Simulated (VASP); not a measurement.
# TiTe₂: restarted molecular dynamics, 2 variants

TiTe₂, P-3m1 (no. 164), 12 atoms in the cell. PBE, molecular dynamics; PAW potentials Te, Ti (PBE set).

| Restart from | Temperature at the end (K) | The same without a restart (K) | Potential energy at the end (eV/atom) | The same without a restart (eV/atom) | Electronic steps in the first step after the restart | Time (s) |
|---|---|---|---|---|---|---|
| CONTCAR with velocities, WAVECAR read | 439.0 | 439.0 | -5.35836 | -5.35835 | 5 | 698 |
| CONTCAR with velocities, no WAVECAR | 439.0 | 439.0 | -5.35836 | -5.35835 | 22 | 648 |

Limits: 180 fs of 12 atoms are too short for converged averages.

## Input of the first row

INCAR.step1:
```
SYSTEM = TiTe2
GGA = PE ; PREC = Normal
ENCUT = 200 ; EDIFF = 1E-6
NELMIN = 4 ; NELM = 60
ALGO = Normal ; LREAL = Auto
LASPH = .True. ; ISMEAR = 0
SIGMA = 0.05 ; ISYM = 0
LWAVE = .True. ; LCHARG = .False.
IBRION = 0 ; NSW = 30
POTIM = 3.0 ; TEBEG = 600
ISIF = 2 ; RANDOM_SEED = 726353 0 0
MDALGO = 1 ; ANDERSEN_PROB = 0.0
KPAR = 2
```

INCAR.step2, as INCAR.step1 but for:
```
- LWAVE = .True.
+ LWAVE = .False.
```

KPOINTS:
```
k-points
0
Monkhorst-Pack
  2 2 2
```

POSCAR.step1:
```
TiTe2
1.0
    7.5540000000      0.0000000000      0.0000000000
   -3.7770000000      6.5419559002      0.0000000000
    0.0000000000      0.0000000000      6.4980000000
Te Ti
8 4
Direct
    0.1666666667      0.3333333334      0.7372000000
    0.1666666667      0.8333333334      0.7372000000
    0.6666666666      0.3333333334      0.7372000000
    0.6666666666      0.8333333334      0.7372000000
    0.3333333334      0.1666666667      0.2628000000
    0.3333333334      0.6666666667      0.2628000000
    0.8333333333      0.1666666667      0.2628000000
    0.8333333333      0.6666666667      0.2628000000
    0.0000000000      0.0000000000      0.0000000000
    0.0000000000      0.5000000000      0.0000000000
    0.5000000000      0.0000000000      0.0000000000
    0.5000000000      0.5000000000      0.0000000000
```

Commands (each step's output is kept before the next begins):
```
cat potpaw_PBE.64/Te/POTCAR potpaw_PBE.64/Ti/POTCAR > POTCAR
cp INCAR.step1 INCAR
cp POSCAR.step1 POSCAR
mpirun -np 2 vasp_std > vasp.out
cp CONTCAR POSCAR
cp INCAR.step2 INCAR
mpirun -np 2 vasp_std > vasp.out
```

Changes of the last row against the first:
```
(step 1)
- LWAVE = True
+ LWAVE = False
```

VASP 6.6.1 took 698 s on 2 cores (Intel Xeon Platinum 8259CL @ 2.50GHz (Skylake/Cascade Lake)), a shared host.
